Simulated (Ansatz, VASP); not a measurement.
# Cross-check of SrNi2As2 between VASP and Ansatz

One calculation is typed for both programs; each brings its own data sets and cutoff. How far apart do they land?

Program: Ansatz 0.2.0. Level of theory: plane waves, with VASP 6.6.1 beside it; relaxation of cell and atoms at r2SCAN and relaxation of cell and atoms at r2SCAN with D4. Results are calculated unless marked as measured.

### Step 1. The structure

It takes space group I4/mmm (No. 139, tetragonal). Conventional cell: a = 4.073 Å, b = 4.073 Å, c = 10.991 Å, α = 90.00°, β = 90.00°, γ = 90.00°. Nearest to Sr lie 10 As at 3.29 to 3.90 Å and 8 Ni at 3.42 Å. Ni has 4 As at 2.34 Å and 4 Ni at 2.88 Å and 4 Sr at 3.42 Å nearest. As has 4 Ni at 2.34 Å and 5 As at 3.19 to 3.69 Å and 5 Sr at 3.29 to 3.90 Å nearest. Farther neighbours are not listed.

Structure file:

```xyz
5
Lattice="-2.0366 2.0366 5.4956 2.0366 -2.0366 5.4956 2.0366 2.0366 -5.4956" Properties=species:S:1:pos:R:3 pbc="T T T"
Sr    0.0000    0.0000    0.0000
Ni    0.0000    2.0366    2.7478
Ni    2.0366    0.0000    2.7478
As    0.0000    0.0000    7.0923
As    0.0000    0.0000    3.8989
```

### Step 2. VASP: relaxation of cell and atoms, r2SCAN

The relaxed volume is the usual yardstick between codes: its relative difference is about their pressure difference at one cell divided by the bulk modulus.

Lines of VASP's logs that name or quote its potential files are left out, and so is its time.

INCAR

```
SYSTEM = SrNi2As2
PREC = Accurate
ENCUT = 520
EDIFF = 1E-06
NELM = 100
ISMEAR = -1
SIGMA = 0.05
LREAL = .FALSE.
ALGO = Normal
METAGGA = R2SCAN
LASPH = .TRUE.
NBANDS = 28
ISPIN = 2
MAGMOM = -0 -0 -0 -0 -0
LMAXMIX = 4
LORBIT = 11
LWAVE = .FALSE.
LCHARG = .FALSE.
KPAR = 8
IBRION = 2
NSW = 60
ISIF = 3
EDIFFG = -0.01
```

POSCAR

```
SrNi2As2
1.0
   -2.0366277325      2.0366277325      5.4956000884
    2.0366277325     -2.0366277325      5.4956000884
    2.0366277325      2.0366277325     -5.4956000884
Sr Ni As
1 2 2
Direct
    0.0000000000      0.0000000000      0.0000000000
    0.7500000000      0.2500000000      0.5000000000
    0.2500000000      0.7500000000      0.5000000000
    0.6452732300      0.6452732300      0.0000000000
    0.3547267700      0.3547267700      0.0000000000
```

KPOINTS

```
Automatic mesh
0
Gamma
8 8 8
0 0 0
```

The projector-augmented-wave data sets are Sr_sv, Ni and As (PBE family, release 64).

On the command line:

```
> mpirun -np 8 vasp_std
```

Numbers of over 12 decimals in the logs are rounded to 6 here.

What it wrote:

```text
[banner, memory and clock lines left out]
running    8 mpi-ranks, on    1 nodes
 distrk:  each k-point on    1 cores,    8 groups
 distr:  one band on    1 cores,    1 groups

 POSCAR found type information on POSCAR SrNiAs
 POSCAR found :  3 types and       5 ions
|                                                                             |
|           W    W    AA    RRRRR   N    N  II  N    N   GGGG   !!!           |
|           W    W   A  A   R    R  NN   N  II  NN   N  G    G  !!!           |
|           W    W  A    A  R    R  N N  N  II  N N  N  G       !!!           |
|           W WW W  AAAAAA  RRRRR   N  N N  II  N  N N  G  GGG   !            |
|           WW  WW  A    A  R   R   N   NN  II  N   NN  G    G                |
|           W    W  A    A  R    R  N    N  II  N    N   GGGG   !!!           |
|                                                                             |
|     For optimal performance we recommend to set                             |
|       NCORE = 2 up to number-of-cores-per-socket                            |
|     NCORE specifies how many cores store one orbital (NPAR=cpu/NCORE).      |
|     This setting can greatly improve the performance of VASP for DFT.       |
|     The default, NCORE=1 might be grossly inefficient on modern             |
|     multi-core architectures or massively parallel machines. Do your        |
|     Unfortunately you need to use the default for GW and RPA                |
|     calculations (for HF NCORE is supported but not extensively tested      |
|     yet).                                                                   |
|                                                                             |

|                                                                             |
|               ----> ADVICE to this user running VASP <----                  |
|                                                                             |
|     You enforced a specific xc type in the INCAR file but a different       |
|     [... a line on the potential file left out ...]
|     I HOPE YOU KNOW WHAT YOU ARE DOING!                                     |
|                                                                             |

 LDA part: xc-table for (None), standard interpolation
 POSCAR, INCAR and KPOINTS ok, starting setup
 FFT: planning ... GRIDC
 FFT: planning ... GRID_SOFT
 FFT: planning ... GRID
 WAVECAR not read
 entering main loop
       N       E                     dE             d eps       ncg     rms          rms(c)
DAV:   1     0.243140211411E+03    0.24314E+03   -0.18585E+04  6608   0.156E+03
DAV:   2    -0.564394140734E+02   -0.29958E+03   -0.28862E+03  6648   0.345E+02
DAV:   3    -0.808777883151E+02   -0.24438E+02   -0.23809E+02  7968   0.111E+02
DAV:   4    -0.820135592887E+02   -0.11358E+01   -0.11220E+01 11408   0.191E+01
DAV:   5    -0.820337008632E+02   -0.20142E-01   -0.20114E-01  8572   0.222E+00    0.249E+01
DAV:   6    -0.823979979753E+02   -0.36430E+00   -0.88284E+01  8748   0.130E+02    0.307E+01
DAV:   7    -0.721515009165E+02    0.10246E+02   -0.22933E+01  8276   0.806E+01    0.752E+00
DAV:   8    -0.722836839360E+02   -0.13218E+00   -0.62228E+00 10036   0.277E+01    0.600E+00
DAV:   9    -0.721316155631E+02    0.15207E+00   -0.76403E-01 10520   0.107E+01    0.211E+00
DAV:  10    -0.721294628596E+02    0.21527E-02   -0.66269E-02 10468   0.239E+00    0.157E+00
DAV:  11    -0.721329843430E+02   -0.35215E-02   -0.10498E-02 10092   0.124E+00    0.594E-01
DAV:  12    -0.721307940359E+02    0.21903E-02   -0.82190E-03  9128   0.132E+00    0.181E-01
DAV:  13    -0.721308362692E+02   -0.42233E-04   -0.67349E-04  7400   0.143E-01    0.172E-01
DAV:  14    -0.721307905563E+02    0.45713E-04   -0.28608E-04  8464   0.865E-02    0.278E-02
DAV:  15    -0.721307887660E+02    0.17902E-05   -0.39196E-05  7684   0.343E-02    0.419E-02
DAV:  16    -0.721307836045E+02    0.51616E-05   -0.45381E-06  8980   0.177E-02    0.199E-02
DAV:  17    -0.721307813171E+02    0.22874E-05   -0.47947E-06  9416   0.213E-02    0.892E-03
DAV:  18    -0.721307806518E+02    0.66524E-06   -0.10908E-06  5880   0.578E-03
   1 F= -.72130781E+02 E0= -.72119147E+02  d E =-.721308E+02  mag=    -0.0000
[...]
2 F= -.72130901E+02 E0= -.72119275E+02  d E =-.120448E-03  mag=    -0.0000
[...]
3 F= -.72130902E+02 E0= -.72119278E+02  d E =-.121619E-03  mag=     0.0000
[...]
4 F= -.72130896E+02 E0= -.72119272E+02  d E =-.115333E-03  mag=    -0.0000
[...]
5 F= -.72130978E+02 E0= -.72119398E+02  d E =-.815575E-04  mag=     0.0000
 trial-energy change:   -0.000082  1 .order   -0.000089   -0.000108   -0.000069
 step:   2.0055(harm=  2.0055)  dis= 0.00479  next Energy=   -72.131045 (dE=-0.149E-03)
 bond charge predicted
       N       E                     dE             d eps       ncg     rms          rms(c)
DAV:   1    -0.721316563799E+02   -0.67843E-03   -0.24111E-02  7328   0.129E+00    0.270E-01
DAV:   2    -0.721327542294E+02   -0.10978E-02   -0.14276E-02  8284   0.177E+00    0.350E-01
DAV:   3    -0.721310201730E+02    0.17341E-02   -0.58890E-03  7844   0.122E+00    0.594E-02
DAV:   4    -0.721310090040E+02    0.11169E-04   -0.31489E-04  7468   0.110E-01    0.301E-02
DAV:   5    -0.721310042146E+02    0.47894E-05   -0.20593E-05 10724   0.490E-02    0.153E-02
DAV:   6    -0.721310037785E+02    0.43612E-06   -0.35101E-06  7444   0.119E-02
   6 F= -.72131004E+02 E0= -.72119495E+02  d E =-.107794E-03  mag=     0.0000
 curvature:  -2.15 expect dE=-0.499E-04 dE for cont linesearch -0.112E-05
 trial: gam= 0.02338 g(F)=  0.412E-05 g(S)=  0.191E-04 ort =-0.128E-04 (trialstep = 0.985E+00)
 search vector abs. value=  0.228E-04
 reached required accuracy - stopping structural energy minimisation
```

Parts of OUTCAR (step 2):

```text
ion  position               nearest neighbor table
   1  0.000  0.000  0.000-   4 3.29   4 3.29   4 3.29   5 3.29   4 3.29   5 3.29   5 3.29   5 3.29
                             2 3.42   3 3.42   2 3.42   3 3.42   2 3.42   2 3.42   3 3.42   3 3.42
   2  0.750  0.250  0.500-   5 2.34   4 2.34   5 2.34   4 2.34   3 2.88   3 2.88   3 2.88   3 2.88
                             1 3.42   1 3.42   1 3.42   1 3.42
   3  0.250  0.750  0.500-   5 2.34   4 2.34   5 2.34   4 2.34   2 2.88   2 2.88   2 2.88   2 2.88
                             1 3.42   1 3.42   1 3.42   1 3.42
   4  0.645  0.645  0.000-   3 2.34   2 2.34   2 2.34   3 2.34   1 3.29   1 3.29   1 3.29   1 3.29
                             1 3.90
   5  0.355  0.355  0.000-   2 2.34   3 2.34   3 2.34   2 2.34   1 3.29   1 3.29   1 3.29   1 3.29
                             1 3.90

  LATTYP: Found a body centered tetragonal cell.
 ALAT       =     4.0732554650
 C/A-ratio  =     2.6983822329

 Subroutine GETGRP returns: Found 16 space group operations
 (whereof 16 operations were pure point group operations)

The static configuration has the point symmetry D_4h.

 Found     59 irreducible k-points:

   k-points           NKPTS =     59   k-points in BZ     NKDIM =     59   number of bands    NBANDS=     28

   dimension x,y,z NGX =    48 NGY =   48 NGZ =   48
   dimension x,y,z NGXF=    96 NGYF=   96 NGZF=   96

   ENCUT  =  520.0 eV  38.22 Ry    6.18 a.u.  11.54 11.54 11.54*2*pi/ulx,y,z

   NELECT =      40.0000    total number of electrons

 k-points in reciprocal lattice and weights: Automatic mesh
   0.00000000  0.00000000  0.00000000       0.002
   0.12500000 -0.00000000  0.00000000       0.016
   0.25000000 -0.00000000  0.00000000       0.016
   0.37500000 -0.00000000  0.00000000       0.016
   0.50000000 -0.00000000  0.00000000       0.008
   0.12500000  0.12500000  0.00000000       0.016
   0.25000000  0.12500000  0.00000000       0.031
   0.37500000  0.12500000  0.00000000       0.031
   0.50000000  0.12500000  0.00000000       0.031
[...]
-0.37500000 -0.37500000  0.37500000       0.004
   0.50000000  0.50000000  0.50000000       0.002

 average (electrostatic) potential at core
       1 -39.9266       2 -90.5948       3 -90.5948       4 -53.2050       5 -53.2050

 E-fermi :   6.0015

 spin component 1
 k-point     1 :       0.0000    0.0000    0.0000
  band No.  band energies     occupation
    ...
     15       4.4610      1.00000
     16       4.5009      1.00000
     17       4.7298      1.00000
     18       4.7299      1.00000
     19       4.9806      1.00000
     20       7.0421      0.00000
     21       7.4410      0.00000
     22       7.4410      0.00000
     23       8.9821      0.00000
     24       9.1972      0.00000
    ...

 k-point     2 :       0.1250   -0.0000    0.0000
  band No.  band energies     occupation
    ...
     15       4.4359      1.00000
     16       4.4644      1.00000
     17       4.5712      1.00000
     18       4.5934      1.00000
     19       5.2059      1.00000
     20       6.3835      0.00048
     21       7.2750      0.00000
     22       7.8987      0.00000
     23       8.7856      0.00000
     24       9.8388      0.00000
    ...

 k-point     3 :       0.2500   -0.0000    0.0000
  band No.  band energies     occupation
    ...
     16       4.3383      1.00000
     17       4.3477      1.00000
     18       4.5441      1.00000
     19       5.6145      0.99956
     20       5.8665      0.93699
     21       6.9735      0.00000
     22       8.1700      0.00000
     23       8.7500      0.00000
     24       9.7860      0.00000
     25      10.8957      0.00000
    ...

 k-point     4 :       0.3750   -0.0000    0.0000
  band No.  band energies     occupation
    ...
     16       4.0761      1.00000
     17       4.2541      1.00000
     18       4.5304      1.00000
     19       5.9209      0.83342
     20       5.9998      0.50843
     21       6.8509      0.00000
     22       7.4969      0.00000
     23       9.0850      0.00000
     24       9.4217      0.00000
     25      10.3424      0.00000
    ...

 k-point     5 :       0.5000   -0.0000    0.0000
  band No.  band energies     occupation
    ...
     14       3.8161      1.00000
     15       3.8842      1.00000
     16       3.9163      1.00000
     17       4.2321      1.00000
     18       4.5025      1.00000
     19       6.1104      0.10158
     20       6.4422      0.00015
     21       6.6776      0.00000
     22       6.9367      0.00000
     23       8.8715      0.00000
    ...

 k-point     6 :       0.1250    0.1250    0.0000
  band No.  band energies     occupation
    ...
     15       4.3863      1.00000
     16       4.4434      1.00000
     17       4.4456      1.00000
     18       4.6495      1.00000
     19       5.1857      1.00000
     20       6.3454      0.00103
     21       6.7247      0.00000
     22       8.5869      0.00000
     23       8.6097      0.00000
     24      10.2280      0.00000
    ...

  Total       -0.0291073     -0.0291073      0.0169571      0.0000000     -0.0000000      0.0000000
  in kB       -0.5092212     -0.5092212      0.2966576      0.0000000     -0.0000000      0.0000000
  external PRESSURE =      -0.2405949 kB  Pullay stress =       0.0000000 kB

  energy-cutoff  :      520.00
  volume of cell :       91.58
      direct lattice vectors                 reciprocal lattice vectors
    -2.038047910  2.038047910  5.512109433     0.000000000  0.245332800  0.090709375
     2.038047910 -2.038047910  5.512109433     0.245332800  0.000000000  0.090709375
     2.038047910  2.038047910 -5.512109433     0.245332800  0.245332800  0.000000000

 POSITION                                       TOTAL-FORCE (eV/Angst)
 -----------------------------------------------------------------------------------
      0.00000     -0.00000      0.00000         0.000000      0.000000      0.000000
      0.00000      2.03805      2.75605         0.000000      0.000000      0.000000
      2.03805      0.00000      2.75605         0.000000      0.000000     -0.000000
      0.00000      0.00000      7.11972        -0.000000     -0.000000     -0.006532
      0.00000      0.00000      3.90450         0.000000      0.000000      0.006532
 -----------------------------------------------------------------------------------
    total drift:                                0.000000     -0.000000      0.000000

  FREE ENERGIE OF THE ION-ELECTRON SYSTEM (eV)
  ---------------------------------------------------
  free  energy   TOTEN  =       -72.1310037785 eV

  energy  without entropy=      -72.1079853004  energy(sigma->0) =      -72.11949454

 reached required accuracy - stopping structural energy minimisation

 total charge
# of ion       s       p       d       tot
------------------------------------------
    1        2.005   5.872   0.220   8.096
    2        0.457   0.499   8.472   9.427
    3        0.457   0.499   8.472   9.427
    4        1.215   1.575   0.072   2.862
    5        1.215   1.575   0.072   2.862
--------------------------------------------------
tot          5.348  10.018  17.309  32.675

 magnetization (x)
# of ion       s       p       d       tot
------------------------------------------
    1        0.000   0.000  -0.000   0.000
    2        0.000  -0.000   0.000   0.000
    3        0.000  -0.000   0.000   0.000
    4        0.000   0.000  -0.000   0.000
    5        0.000   0.000  -0.000   0.000
--------------------------------------------------
tot          0.000   0.000   0.000   0.000

[... 1 further part left out ...]
```

CONTCAR:

```
SrNi2As2
   1.00000000000000
    -2.0380479099697228    2.0380479099697228    5.5121094325519575
     2.0380479099697228   -2.0380479099697228    5.5121094325519575
     2.0380479099697228    2.0380479099697228   -5.5121094325519575
  Sr              Ni              As
     1     2     2
Direct
     0.0000000000000000    0.0000000000000000    0.0000000000000000
     0.7500000000000000    0.2500000000000000    0.5000000000000000
     0.2500000000000000    0.7500000000000000    0.5000000000000000
     0.6458252418101083    0.6458252418101083    0.0000000000000000
     0.3541747581898916    0.3541747581898916    0.0000000000000000
```

This run allows spin, but its moments start at zero, where symmetry between the spins tends to hold them, although Ni can carry a moment.

(Part 1 of 2 ends here.)

[Lines on the potential files, build, host, timing and source positions are cut from VASP's logs without a mark.]

[Logs are printed without paths, hosts, clocks, repeated set-up lines and the standing remarks that a program may print on its own settings, such as how far it seeks lower states.]

[Hosts, paths, dates, database ids (printed as entryN), source tags and the programs' standing remarks are cut or masked in the printed files.]
